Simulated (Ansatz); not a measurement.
# Photoemission of C(111) with OH on 50 % of the top atoms and H on the rest, part 2 of 4

Aim: core-level components, unfolded bands and work function of C(111) with OH on 50 % of the top atoms and H on the rest.

Ansatz 0.2.0; DFT, PBE, plane-wave PAW, default files, scalar-relativistic.

So far, gap on the k-mesh (eV): step 2 (relaxation) 2.84.

**3. Bands by layer**

This is the main run. States are solved along the surface zone's path and weighed by where they lie along the normal, since photoemission sees the top layers. The cell holds 4 small cells, so the bands are unfolded.

Contents of input.yaml:

```yaml
crystal:
  lattice:
    - [5.044499777, 0.0, 0.0]
    - [2.5222498885, 4.3686649563, 0.0]
    - [0.0, 0.0, 21.5136689229]
  atoms:
    - { symbol: H, position: [0.1695460215, 0.009906898, 0.6748940918] }
    - { symbol: H, position: [0.6695460215, 0.009906898, 0.6748940918] }
    - { symbol: O, position: [-0.00844508, -0.0043483089, 0.659443677] }
    - { symbol: O, position: [0.49155492, -0.0043483089, 0.659443677] }
    - { symbol: H, position: [0.0015923611, 0.4982337475, 0.6426036704] }
    - { symbol: H, position: [0.5015923611, 0.4982337475, 0.6426036704] }
    - { symbol: C, position: [6.69022e-05, -0.0002376919, 0.592436815] }
    - { symbol: C, position: [0.5000669022, -0.0002376919, 0.592436815] }
    - { symbol: C, position: [0.0007000739, 0.4987047084, 0.5916142129] }
    - { symbol: C, position: [0.5007000739, 0.4987047084, 0.5916142129] }
    - { symbol: C, position: [0.8331824445, 0.3337221945, 0.5686117871] }
    - { symbol: C, position: [0.3331824445, 0.3337221945, 0.5686117871] }
    - { symbol: C, position: [0.8340140598, 0.8319928563, 0.5689830947] }
    - { symbol: C, position: [0.3340140598, 0.8319928563, 0.5689830947] }
    - { symbol: C, position: [0.8337395416, 0.3325337402, 0.4966536452] }
    - { symbol: C, position: [0.3337395416, 0.3325337402, 0.4966536452] }
    - { symbol: C, position: [0.832942564, 0.8340311113, 0.4967684285] }
    - { symbol: C, position: [0.332942564, 0.8340311113, 0.4967684285] }
    - { symbol: C, position: [0.1666526881, 0.1666949194, 0.4726516449] }
    - { symbol: C, position: [0.6666526881, 0.1666949194, 0.4726516449] }
    - { symbol: C, position: [0.1666880098, 0.6665980413, 0.4728749718] }
    - { symbol: C, position: [0.6666880098, 0.6665980413, 0.4728749718] }
    - { symbol: C, position: [0.166666667, 0.166666667, 0.400901033] }
    - { symbol: C, position: [0.666666667, 0.166666667, 0.400901033] }
    - { symbol: C, position: [0.166666667, 0.666666667, 0.400901033] }
    - { symbol: C, position: [0.666666667, 0.666666667, 0.400901033] }
    - { symbol: C, position: [0.0, 0.0, 0.376969639] }
    - { symbol: C, position: [0.5, 0.0, 0.376969639] }
    - { symbol: C, position: [0.0, 0.5, 0.376969639] }
    - { symbol: C, position: [0.5, 0.5, 0.376969639] }
    - { symbol: H, position: [0.0, 0.0, 0.325374534] }
    - { symbol: H, position: [0.5, 0.0, 0.325374534] }
    - { symbol: H, position: [0.0, 0.5, 0.325374534] }
    - { symbol: H, position: [0.5, 0.5, 0.325374534] }
kpoints:
  mp_grid: { grid: [6, 6, 1] }
scf:
  occupations: { method: fermi_dirac, width: 0.02 }
  n_extra_bands: 24
hamiltonian:
  xc: pbe
  pseudopotentials: { kind: paw }
output:
  forces: true
  write_potential: true
  volumetric_format: []
  dos:
    projected:
      site_lists:
        adsorbate: [2, 0, 3, 1, 4, 5]
        layer_1: [6, 7, 8, 9]
        layer_2: [10, 11, 12, 13]
        layer_3: [14, 15, 16, 17]
        middle: [18, 19, 20, 21]
        other_layers: [22, 23, 24, 25, 26, 27, 28, 29, 30, 31, 32, 33]
    de: 0.05
    e_range: [-30, 12]
    method: { smearing: { sigma: 0.12, scheme: gaussian } }
  eigenstates:
    kpoints:
      - [0.33333333, -0.33333333, 0.0]
      - [0.25, -0.375, 0.0]
      - [0.16666667, -0.41666667, 0.0]
      - [0.08333333, -0.45833333, 0.0]
      - [0.0, 0.5, 0.0]
      - [-0.08333333, 0.45833333, 0.0]
      # [... 29 more points ...]
      - [0.25, 0.5, 0.0]
      - [0.29166667, -0.41666667, 0.0]
    e_range: [-8.0, 6.0]
    unfold:
      supercell_matrix: [[2, 0, 0], [0, 2, 0], [0, 0, 1]]
      layers:
        axis: 3
        edges: [0.139446, 0.429018, 0.429118, 0.571368, 0.571468, 0.86082]
efield:
  axis: 3
  dipole_correction: true
```

The run is started by

```
> ansatz run input.yaml --threads 4 --pin off --max-ram 11264MiB --backend cpu --events-out ev --progress --plain --runs-dir out
```

Numbers of over 12 decimals in the logs are rounded to 6 here.

The log of the run:

```text
[...]
Crystal: 34 atoms, lattice volume = 474.112 Å³
Basis set: ecut = 420 eV, 9317 PW (Γ), exchange–correlation on 72×72×288 points (8 copies of the dense FFT grid, shifted against one another)
Bands: 82, of which v1, the nominal top of the filled ones, is band 58 counted from 1 (57 counted from 0)
Symmetry: 2 space group operations
[...]
k-points: 20 of 36 (time reversal used)
[...]
SCF iter   1: F=—  HF=-7282.214188 eV  |F-HF|=—  |Δ(HF+E_count)|=         —  Δρ=3.39e-3  dr2=1.88e-1  ethr=1.77e-3  p=-0.008 e·Å  D=-3.04e-3 V/Å  ΔV_dip=0.07 eV  dr2_dipole=5.46e-2  V_vac-E_F(+/−)=3.01/2.94 eV  ⟨swp⟩=15.6  Hψ=13344  notcnv=0  defer=168
[...]
SCF iter   8: F=-7282.175016 eV  HF=-7282.175016 eV  |F-HF|=2.08e-9  |Δ(HF+E_count)|=   6.43e-8  Δρ=2.67e-6  dr2=2.56e-8  ethr=8.62e-11  p=-0.125 e·Å  D=-4.76e-2 V/Å  ΔV_dip=1.03 eV  dr2_dipole=1.33e-10  V_vac-E_F(+/−)=3.24/2.22 eV  ⟨swp⟩=30.6  Hψ=19010  notcnv=0
SCF 1 converged in 8 iterations: F = -7282.175016 eV  dr2 = 2.56e-8
[...]
NSCF: frozen V_eff on 37 k-points
efield: sawtooth ramp at fractional position 0.9501 (kept from the solve that this one continues, or follows in the run), width 0.1000; the density the first Hamiltonian is built on has a dipole p = -0.125 e·Å; the dipole correction subtracts the counter field D = -4.76e-2 V/Å, which shifts the + side's vacuum level by +1.03 eV against the − side's; the planar-averaged density in the ramp window peaks in size at 3.4e-6 e/Å³
[...]
SCF converged after 8 iterations
Free energy (F): -7282.175016 eV
[...]
Internal energy: -7282.175016 eV  (E = F + TS)
E sigma→0 (E₀):  -7282.175016 eV
Fermi energy:    2.794746 eV
Dipole field:    D = -0.047656 V/Å  (p = -0.124865 e·Å, saw-weighted, corrected)
Work function:   Φ+ = 3.2410 eV   Φ− = 2.2158 eV
[...]
--- Forces (eV/Å), atoms counted from 1 ---
  atom   1  H     -0.01098262     0.00032182     0.00483927
  atom   2  H     -0.01098262     0.00032182     0.00483927
  atom   3  O      0.01753950    -0.00540037     0.01502244
  atom   4  O      0.01753950    -0.00540037     0.01502244
  atom   5  H     -0.00005087     0.00230958    -0.00098862
  atom   6  H     -0.00005087     0.00230958    -0.00098862
  atom   7  C     -0.01078765    -0.00381235     0.00184272
  atom   8  C     -0.01078765    -0.00381235     0.00184272
  atom   9  C     -0.00102524     0.00581320    -0.00284720
  atom  10  C     -0.00102524     0.00581320    -0.00284720
  atom  11  C      0.00257061    -0.01417839    -0.00994330
  atom  12  C      0.00257061    -0.01417839    -0.00994330
  atom  13  C      0.00115353     0.00944987    -0.00521129
  atom  14  C      0.00115353     0.00944987    -0.00521129
  atom  15  C      0.00292611     0.01546406    -0.01094881
  atom  16  C      0.00292611     0.01546406    -0.01094881
  atom  17  C     -0.00098854    -0.01010884     0.00238029
  atom  18  C     -0.00098854    -0.01010884     0.00238029
  atom  19  C     -0.00000863    -0.00329329     0.01843049
  atom  20  C     -0.00000863    -0.00329329     0.01843049
  atom  21  C     -0.00047412     0.00364758    -0.01226561
  atom  22  C     -0.00047412     0.00364758    -0.01226561
  atom  23  C      0.00071903    -0.01858393    -0.92855360
  atom  24  C      0.00071903    -0.01858393    -0.92855360
  atom  25  C     -0.00079013     0.01742830    -0.84768479
  atom  26  C     -0.00079013     0.01742830    -0.84768479
  atom  27  C     -0.00002868     0.00092418     0.76187609
  atom  28  C     -0.00002868     0.00092418     0.76187609
  atom  29  C      0.00023039    -0.00031514     0.78806576
  atom  30  C      0.00023039    -0.00031514     0.78806576
  atom  31  H      0.00006076    -0.00115964     0.11202698
  atom  32  H      0.00006076    -0.00115964     0.11202698
  atom  33  H     -0.00003907     0.00149041     0.11401153
  atom  34  H     -0.00003907     0.00149041     0.11401153
  max |Σ_I F_I| component: 1.05e-4 eV/Å
--- Band table (eV; the first three rows and the last of 20) ---
  k-point 0: bands = [... 54 lower, 0.3628, 0.3873, 1.3543, 1.3693, 4.2125, 5.1840, 5.7036, 6.7256, ... 20 higher]
  k-point 1: bands = [... 54 lower, -0.2096, 0.1033, 0.6689, 1.1163, 4.3774, 5.3622, 5.8995, 6.6290, ... 20 higher]
  k-point 2: bands = [... 54 lower, -0.5796, -0.4981, -0.2036, 0.4928, 4.8609, 5.8119, 6.4243, 6.5490, ... 20 higher]
  k-point 19: bands = [... 54 lower, -0.6370, -0.6370, -0.1837, -0.1837, 5.6179, 5.6179, 6.7926, 6.7926, ... 20 higher]
```

It took 2.1 min on 4 threads of Arm Neoverse V1, shared host; peak memory 2 GiB; 8.3 min of CPU time.

Numbers from this step:

* zero of energy: valence-band maximum
* share of occupied states in no projected shell: 0.0041 of the occupied states in the window
* ionisation potential, lower face: 3.642 eV

A(k,E), total over k along the path and E. Zero: valence-band maximum.

Ten even steps from '_' (0.01 eV⁻¹) to '@' (3.81 eV⁻¹), each cell a mean:
```
__..::--....--==++**++##@@%%==------====--==----::....::..__
....__..--..::--::====------==++====--::------==++--::......
__________::..----..::--==--::..--++==--::------..__________
____________::..::----......::----....--::__________________
______________--..::--========--..::::______________________
________________::::..::::::....--..________________________
__________________..----------::____________________________
____________________________________________________________
____________________________________________________________
____________________________________________________________
____________________________________________________________
____________________..==##**::______________________________
__________________::++--::::==--..__________________________
______________..--====##%%%%**==--::________________________
__........::::::====##++##**++##++====::::................__
..______..::::--==**==++--==**====--==++::..____________....
______..::..__======++::....--++==--::::==++++++--..________
____..::____========::......::--==++::--::::::::====--..____
::--::::::****++++==..______..--==++**--------::..::--==--::
##++==----========--::::::::::::------==++------==::::--++##
====::::====----::______________::::--..::==++++==++==--====
....::----::----..______________..::::::::----::====**==::..
```
Columns: k along the path (Å⁻¹) from 0 to 3.93; rows upwards: E (eV) from -6.28 to 6.88.

A(k,E), top over k along the path and E. Zero: valence-band maximum.

Ten even steps from '_' (0.00 eV⁻¹) to '@' (0.96 eV⁻¹), each cell a mean:
```
__..::::::::::==******##@@%%++--------##==--====::....::..__
::..______--##....--++======++**==--++++::::::::--::..::::::
____________..%%::__..--====::....####--....::::..__________
______________::%%==..______..::%%++____..__________________
________________..##@@**--==%%@@::__________________________
____________________..++%%##--______________________________
____________________________________________________________
____________________________________________________________
____________________________________________________________
____________________________________________________________
____________________________________________________________
____________________..==**++::______________________________
__________________::==--::::----..__________________________
______________::--==++%%@@@@##==----..______________________
--==++++++====--====%%======++%%**==++++++++++++++++++====--
==::......----====**--------====++======::....____....::--==
____....::..__--++****++====++++====--::--======--::..______
..__....____--==**++==========++**++--++::....::::--::..__..
----::::--****##**++==::....::++++**##========--::..::------
++++++======++++==++----====----++==--++**======++--::--++++
++++----==++++----..............::--==::::++####**##**====++
::::----++----==::................::--========--==++**==::::
```
Columns: k along the path (Å⁻¹) from 0 to 3.93; rows upwards: E (eV) from -6.28 to 6.88.

A(k,E), middle over k along the path and E. Zero: valence-band maximum.

Ten even steps from '_' (0.00 eV⁻¹) to '@' (1.77 eV⁻¹), each cell a mean:
```
__......____..--======**%%##--..____....::::::..::......____
__________________..........::----::......::----++--......__
__________________________________::--::::--====..__________
______________________________________......________________
____________________________________________________________
____________________________________________________________
____________________________________________________________
____________________________________________________________
____________________________________________________________
____________________________________________________________
____________________________________________________________
____________________..++##**::______________________________
__________________::++--..::==--..__________________________
______________..--==--========----::________________________
__________..::::--==++**@@##==++======::..__________________
__________::..::--====**--++##--::::==++::..________________
______..::____----::++..__..--====......==++++++--..________
____....____==----==..______..::--++........::::--==--..____
..::::..::++========__________--::==**::........__..::--::..
**++--------::--==::..........::--::::++++--..........::++**
==--::::--::::::::______________::..::..::++++++--::::------
__....::::....--..________________::......::----======--..__
```
Columns: k along the path (Å⁻¹) from 0 to 3.93; rows upwards: E (eV) from -6.28 to 6.88.

A(k,E), bottom over k along the path and E. Zero: valence-band maximum.

Ten even steps from '0' (0.00 eV⁻¹) to '9' (1.35 eV⁻¹), each cell a mean:
```
113510223335653222344554212221
000262021221112322116544542100
000026102112221022243222100000
000001710110001210462000000000
000000173001211015510000000000
000000016610000384000000000000
000000000388778610000000000000
000000000001110000000000000000
000000000000000000000000000000
000000000000000000000000000000
000000000000000000000000000000
000000000014652000000000000000
000000000143223310000000000000
000000012459997422000000000000
000000113485556763210000000000
000001124633124433452000000000
000120044320001443224554310000
001200433300000133242223443100
123225555300000134433433223431
854334343222222234234333432358
442243231000000012211234354344
023332320000000002222221236521
```
Columns: k along the path (Å⁻¹) from 0 to 3.93; rows upwards: E (eV) from -6.28 to 6.88.

Peaks of A(k,E) at the labelled points: for each region the eleven nearest the zero at most, each over 6 % of that point's highest, less those above the energy where the solved bands run out; weight and spread sum the levels within three half widths or 0.3 eV, so near peaks share levels. Peaks of the spectral function, the first 40 of 118 rows:

| point | weight on | E (eV) | A (1/eV) | weight near the peak | rms spread of levels (eV) |
| --- | --- | --- | --- | --- | --- |
| K | total | -5.83 | 1.09 | 0.864 | 0.13 |
| K | total | -5.55 | 2.379 | 0.864 | 0.13 |
| K | total | -5.19 | 2.795 | 1.935 | 0.128 |
| K | total | -4.93 | 4.536 | 2.693 | 0.195 |
| K | total | -4.67 | 3.063 | 2.061 | 0.132 |
| K | total | -4.17 | 0.997 | 0.306 | 0.108 |
| K | total | -2.37 | 1.252 | 0.382 | 0 |
| K | total | -1.73 | 0.692 | 0.204 | 0 |
| K | total | 5.91 | 1.105 | 0.338 | 0 |
| K | top | -5.83 | 0.487 | 0.37 | 0.136 |
| K | top | -5.55 | 0.896 | 0.37 | 0.136 |
| K | top | -5.19 | 0.489 | 0.225 | 0.138 |
| K | top | -4.91 | 0.53 | 0.474 | 0.22 |
| K | top | -4.65 | 0.886 | 0.367 | 0.125 |
| K | top | -4.17 | 0.537 | 0.189 | 0.11 |
| K | top | -3.91 | 0.267 | 0.22 | 0.153 |
| K | top | -2.37 | 1.09 | 0.336 | 0 |
| K | top | -1.73 | 0.615 | 0.184 | 0 |
| K | top | 5.91 | 0.683 | 0.213 | 0 |
| K | middle | -5.81 | 0.302 | 0.269 | 0.118 |
| K | middle | -5.55 | 0.823 | 0.269 | 0.118 |
| K | middle | -5.19 | 1.225 | 0.77 | 0.136 |
| K | middle | -4.93 | 1.678 | 1.117 | 0.206 |
| K | middle | -4.67 | 1.346 | 0.819 | 0.133 |
| K | middle | -4.19 | 0.292 | 0.082 | 0.113 |
| K | middle | -2.37 | 0.144 | 0.042 | 0 |
| K | middle | 5.91 | 0.354 | 0.109 | 0 |
| K | bottom | -5.83 | 0.301 | 0.225 | 0.13 |
| K | bottom | -5.55 | 0.659 | 0.225 | 0.13 |
| K | bottom | -5.19 | 1.079 | 0.939 | 0.116 |
| K | bottom | -4.93 | 2.329 | 1.1 | 0.16 |
| K | bottom | -4.19 | 0.171 | 0.034 | 0.08 |
| Γ | total | -3.77 | 0.715 | 0.399 | 0.137 |
| Γ | total | -3.51 | 0.885 | 0.399 | 0.137 |
| Γ | total | -2.89 | 1.051 | 0.506 | 0.143 |
| Γ | total | -2.61 | 1.107 | 0.506 | 0.143 |
| Γ | total | -1.97 | 6.279 | 1.923 | 0.012 |
| Γ | total | -1.51 | 3.45 | 0.912 | 0 |
| Γ | total | -0.99 | 6.26 | 1.917 | 0.012 |
| Γ | total | -0.01 | 6.303 | 1.967 | 0.007 |

[end of part 2 of 4]

[Logs are printed without paths, hosts, clocks, repeated set-up lines and the standing remarks that a program may print on its own settings, such as how far it seeks lower states.]

[Hosts, paths, dates, database ids (printed as entryN), source tags and the programs' standing remarks are cut or masked in the printed files.]

[Maps of the electrostatic potential energy from Ansatz leave out the sawtooth potential of an applied field or a dipole correction, so their vacuum need not be flat; work functions include it.]
